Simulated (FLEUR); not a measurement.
Input of a FLEUR MaX-R8.1 (later development tree) run:

Contents of inp.xml:

```xml
<?xml version="1.0" encoding="UTF-8" standalone="no"?>
<fleurInput fleurInputVersion="0.39">
   <comment>
      In                                                                                                  
   </comment>
   <calculationSetup>
      <cutoffs Kmax="4.1" Gmax="12.7" GmaxXC="12.7" numbands="0"/>
      <scfLoop itmax="80" minDistance="0.0001" maxIterBroyd="30" imix="Anderson" alpha="0.05" precondParam="0.0" spinf="2.0" sdNocoIR="T"/>
      <coreElectrons ctail="F" frcor="F" kcrel="0" coretail_lmax="0"/>
      <xcFunctional name="LibXC" relativisticCorrections="F">
         <LibXCName exchange="mgga_x_scan" correlation="mgga_c_scan"/>
         <AuxGGA exchange="117" correlation="130"/>
      </xcFunctional>
      <magnetism jspins="1"/>
      <soc l_soc="F" theta="0.0" phi="0.0" spav="F"/>
      <expertModes spex="0" secvar="F"/>
      <geometryOptimization l_f="F" forcealpha="1.0" forcemix="BFGS" epsdisp="0.00001" epsforce="0.00001"/>
      <ldaU l_linMix="F" mixParam="0.05" spinf="1.0"/>
   </calculationSetup>
   <cell>
      <bzIntegration valenceElectrons="21.0" mode="hist" fermiSmearingEnergy="0.00183747">
         <kPointListSelection listName="default-1"/>
         <!-- k-points included here -->
         <xi:include xmlns:xi="http://www.w3.org/2001/XInclude" href="kpts.xml"> </xi:include>
      </bzIntegration>
      <!-- symmetry operations included here -->
      <xi:include xmlns:xi="http://www.w3.org/2001/XInclude" href="sym.xml"> </xi:include>
      <bulkLattice scale="1.0">
         <bravaisMatrix>
            <row-1>   -3.0716931237535618     3.0716931237535618     4.6746155144230199</row-1>
            <row-2>    3.0716931237535618    -3.0716931237535618     4.6746155144230199</row-2>
            <row-3>    3.0716931237535618     3.0716931237535618    -4.6746155144230199</row-3>
         </bravaisMatrix>
      </bulkLattice>
   </cell>
   <atomSpecies>
      <species name="Indium (In)" element="In" atomicNumber="49">
         <mtSphere radius="2.66" gridPoints="879" logIncrement="0.015"/>
         <atomicCutoffs lmax="10" lnonsphr="10"/>
         <electronConfig flipSpins="F">
            <coreConfig>(1s1/2) (2s1/2) (2p1/2) (2p3/2) (3s1/2) (3p1/2) (3p3/2) (3d3/2) (3d5/2)</coreConfig>
            <valenceConfig>(4s1/2) (4p1/2) (4p3/2) (5s1/2) (4d3/2) (4d5/2) (5p1/2) (5p3/2)</valenceConfig>
            <stateOccupation state="(5p1/2)" spinUp="0.166667" spinDown="0.166667"/>
            <stateOccupation state="(5p3/2)" spinUp="0.333333" spinDown="0.333333"/>
         </electronConfig>
         <energyParameters s="5" p="5" d="4" f="4"/>
         <lo type="SCLO" l="0" n="4" eDeriv="0"/>
         <lo type="SCLO" l="1" n="4" eDeriv="0"/>
         <lo type="SCLO" l="1" n="4" eDeriv="1"/>
         <lo type="SCLO" l="2" n="4" eDeriv="2"/>
         <lo type="SCLO" l="3" n="4" eDeriv="2"/>
      </species>
   </atomSpecies>
   <atomGroups>
      <atomGroup species="Indium (In)">
         <relPos label="                   1">.0000000000 .0000000000 .0000000000</relPos>
         <force calculate="T" relaxXYZ="TTT"/>
      </atomGroup>
   </atomGroups>
   <output dos="F" band="F" slice="F">
      <checks vchk="F" cdinf="F"/>
      <bandDOS minEnergy="-.5*Htr" maxEnergy="0.5*Htr" sigma="0.015" storeEVData="T"/>
      <vacuumDOS vacdos="F" integ="F" star="F" nstars="0" locx1="0.0" locy1="0.0" locx2="0.0" locy2="0.0" nstm="0" tworkf="0.0"/>
      <unfoldingBand unfoldBand="F" supercellX="1" supercellY="1" supercellZ="1"/>
      <plotting iplot="0" polar="F">
         <plot TwoD="T" vec1="  1.0  0.0  0.0" vec2="  0.0  1.0  0.0" vec3="  0.0  0.0  1.0" zero="  0.0  0.0  0.0" file="plot"/>
      </plotting>
      <chargeDensitySlicing numkpt="0" minEigenval="0.0" maxEigenval="0.0" nnne="0" pallst="F"/>
      <specialOutput eonly="F"/>
      <moessbauerParams electricFieldGradient="T" isomerShift="T" coreHyperfine="T" valenceHyperfine="T"/>
      <magneticCircularDichroism mcd="F" energyLo="-10.0" energyUp="0.0"/>
   </output>
  <!-- We include the file relax.xml here to enable relaxations (see documentation) -->
  <xi:include xmlns:xi="http://www.w3.org/2001/XInclude" href="relax.xml"> <xi:fallback/> </xi:include>
</fleurInput>
```

The input crystal.txt:

```
In
&input cartesian=F /
-1.6254700000  1.6254700000  2.4737000000
1.6254700000  -1.6254700000  2.4737000000
1.6254700000  1.6254700000  -2.4737000000
1.8897261246
1.0 1.0 1.0

1
49 0.0000000000  0.0000000000  0.0000000000

&kpt div1=11 div2=11 div3=11 gamma=T /
```

File inp.xml (bands):

```
<?xml version="1.0" encoding="UTF-8" standalone="no"?>
<fleurInput fleurInputVersion="0.39">
   <comment>
      In                                                                                                  
   </comment>
   <calculationSetup>
      <cutoffs Kmax="4.1" Gmax="12.7" GmaxXC="12.7" numbands="0"/>
      <scfLoop itmax="80" minDistance="0.0001" maxIterBroyd="30" imix="Anderson" alpha="0.05" precondParam="0.0" spinf="2.0" sdNocoIR="T"/>
      <coreElectrons ctail="F" frcor="F" kcrel="0" coretail_lmax="0"/>
      <xcFunctional name="LibXC" relativisticCorrections="F">
         <LibXCName exchange="mgga_x_scan" correlation="mgga_c_scan"/>
         <AuxGGA exchange="117" correlation="130"/>
      </xcFunctional>
      <magnetism jspins="1"/>
      <soc l_soc="F" theta="0.0" phi="0.0" spav="F"/>
      <expertModes spex="0" secvar="F"/>
      <geometryOptimization l_f="F" forcealpha="1.0" forcemix="BFGS" epsdisp="0.00001" epsforce="0.00001"/>
      <ldaU l_linMix="F" mixParam="0.05" spinf="1.0"/>
   </calculationSetup>
   <cell>
      <bzIntegration valenceElectrons="21.0" mode="hist" fermiSmearingEnergy="0.00183747">
         <kPointListSelection listName="path-1"/>
         <!-- k-points included here -->
         <xi:include xmlns:xi="http://www.w3.org/2001/XInclude" href="kpts.xml"> </xi:include>
      </bzIntegration>
      <!-- symmetry operations included here -->
      <xi:include xmlns:xi="http://www.w3.org/2001/XInclude" href="sym.xml"> </xi:include>
      <bulkLattice scale="1.0">
         <bravaisMatrix>
            <row-1>   -3.0716931237535618     3.0716931237535618     4.6746155144230199</row-1>
            <row-2>    3.0716931237535618    -3.0716931237535618     4.6746155144230199</row-2>
            <row-3>    3.0716931237535618     3.0716931237535618    -4.6746155144230199</row-3>
         </bravaisMatrix>
      </bulkLattice>
   </cell>
   <atomSpecies>
      <species name="Indium (In)" element="In" atomicNumber="49">
         <mtSphere radius="2.66" gridPoints="879" logIncrement="0.015"/>
         <atomicCutoffs lmax="10" lnonsphr="10"/>
         <electronConfig flipSpins="F">
            <coreConfig>(1s1/2) (2s1/2) (2p1/2) (2p3/2) (3s1/2) (3p1/2) (3p3/2) (3d3/2) (3d5/2)</coreConfig>
            <valenceConfig>(4s1/2) (4p1/2) (4p3/2) (5s1/2) (4d3/2) (4d5/2) (5p1/2) (5p3/2)</valenceConfig>
            <stateOccupation state="(5p1/2)" spinUp="0.166667" spinDown="0.166667"/>
            <stateOccupation state="(5p3/2)" spinUp="0.333333" spinDown="0.333333"/>
         </electronConfig>
         <energyParameters s="5" p="5" d="4" f="4"/>
         <lo type="SCLO" l="0" n="4" eDeriv="0"/>
         <lo type="SCLO" l="1" n="4" eDeriv="0"/>
         <lo type="SCLO" l="1" n="4" eDeriv="1"/>
         <lo type="SCLO" l="2" n="4" eDeriv="2"/>
         <lo type="SCLO" l="3" n="4" eDeriv="2"/>
      </species>
   </atomSpecies>
   <atomGroups>
      <atomGroup species="Indium (In)">
         <relPos label="                   1">.0000000000 .0000000000 .0000000000</relPos>
         <force calculate="T" relaxXYZ="TTT"/>
      </atomGroup>
   </atomGroups>
   <output dos="F" band="T" slice="F">
      <checks vchk="F" cdinf="F"/>
      <bandDOS minEnergy="-.5*Htr" maxEnergy="0.5*Htr" sigma="0.015" storeEVData="T"/>
      <vacuumDOS vacdos="F" integ="F" star="F" nstars="0" locx1="0.0" locy1="0.0" locx2="0.0" locy2="0.0" nstm="0" tworkf="0.0"/>
      <unfoldingBand unfoldBand="F" supercellX="1" supercellY="1" supercellZ="1"/>
      <plotting iplot="0" polar="F">
         <plot TwoD="T" vec1="  1.0  0.0  0.0" vec2="  0.0  1.0  0.0" vec3="  0.0  0.0  1.0" zero="  0.0  0.0  0.0" file="plot"/>
      </plotting>
      <chargeDensitySlicing numkpt="0" minEigenval="0.0" maxEigenval="0.0" nnne="0" pallst="F"/>
      <specialOutput eonly="F"/>
      <moessbauerParams electricFieldGradient="T" isomerShift="T" coreHyperfine="T" valenceHyperfine="T"/>
      <magneticCircularDichroism mcd="F" energyLo="-10.0" energyUp="0.0"/>
   </output>
  <!-- We include the file relax.xml here to enable relaxations (see documentation) -->
  <xi:include xmlns:xi="http://www.w3.org/2001/XInclude" href="relax.xml"> <xi:fallback/> </xi:include>
</fleurInput>
```

Potentials or basis: all-electron, FLAPW.

Launch:

```sh
$ inpgen -f crystal.txt -profile fastHighL
$ # inp.xml edited to the form shown
$ fleur_MPI
$ fleur_MPI   # second run, on inp.xml (bands)
```

(1) Estimate the band gap along the path.

## Answers

(1) none (metal or under the smearing width).

Caveat: the meta-GGA is that of a development version, with a GGA for the radial functions and cores and without core tails; spin-orbit coupling is left out, which moves the levels of the heavy elements.
